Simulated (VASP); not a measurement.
Here is a VASP 6.6.1 calculation.

INCAR

```
PREC = Accurate
ENCUT = 600
EDIFF = 1E-6
ISMEAR = -1
SIGMA = 0.08
LREAL = False
LASPH = True
NELM = 100
ALGO = Normal
ISIF = 3
LWAVE = False
LCHARG = False
GGA = PE
IBRION = 2
NSW = 100
EDIFFG = -0.005
```

KPOINTS

```
regular mesh
0
Gamma
  10 10 10
```

File POSCAR:

```
CdSe
1.0
    0.0000000000      3.1053142479      3.1053142479
    3.1053142479      0.0000000000      3.1053142479
    3.1053142479      3.1053142479      0.0000000000
Cd Se
1 1
Direct
    0.0000000000      0.0000000000      0.0000000000
    0.2500000000      0.2500000000      0.2500000000
```

Potentials or basis: VASP PAW PBE potentials, release 64 (Cd, Se).

Run with:

```console
$ cat potpaw_PBE.64/Cd/POTCAR potpaw_PBE.64/Se/POTCAR > POTCAR
$ mpirun -np 1 vasp_std > vasp.out
```

(1) What does it give for the relaxed cell?

(2) Estimate the space group after relaxing (to 0.05 Å).

(3) Predict the relaxed volume.

(4) What does it give for the band gap on the k mesh?

Answers

(1) a = 4.388 Å, b = 4.388 Å, c = 4.388 Å, α = 60.00°, β = 60.00°, γ = 60.00°.

(2) F-43m (No. 216).

(3) 29.87 Å³/atom.

(4) 0.48 eV, direct.
